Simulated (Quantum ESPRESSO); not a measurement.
Cu2O (Cuprite), 6 atoms in the cell. The typed cell holds 6 atoms: a = 4.260 Å, b = 4.260 Å, c = 4.260 Å, α = 90.00°, β = 90.00°, γ = 90.00°.  The cell isn't the ideal one: atoms moved at random, drawn with an rms of 0.05 Å.

- Program: Quantum ESPRESSO 7.5
- Task: single point
- Functional: PBE
- Potentials or basis: SSSP 1.3 efficiency PBE
- Cutoff: 748 eV
- Density cutoff: 5987 eV
- k mesh: 6 × 6 × 6
- Occupations: fermi-dirac, width 0.05 eV
- Spin: no spin polarisation
- Mixing beta: 0.5
- Most SCF iterations: 120
- SCF threshold: 1.2e-09 Ry

Potentials or basis: SSSP 1.3 efficiency PBE.

Command:

```bash
$ OMP_NUM_THREADS=1 pw.x -in pw.in > pw.out
```

Hardware: 1 thread of Arm Neoverse V1 (shared host).

Task: Estimate the wall time of this run.

Result: It took 6 min on 1 thread of Arm Neoverse V1, with other jobs on the host, peak memory 0.55 GiB. Counts: scf iterations 14, bands 38, k points 112, g dense 81217.
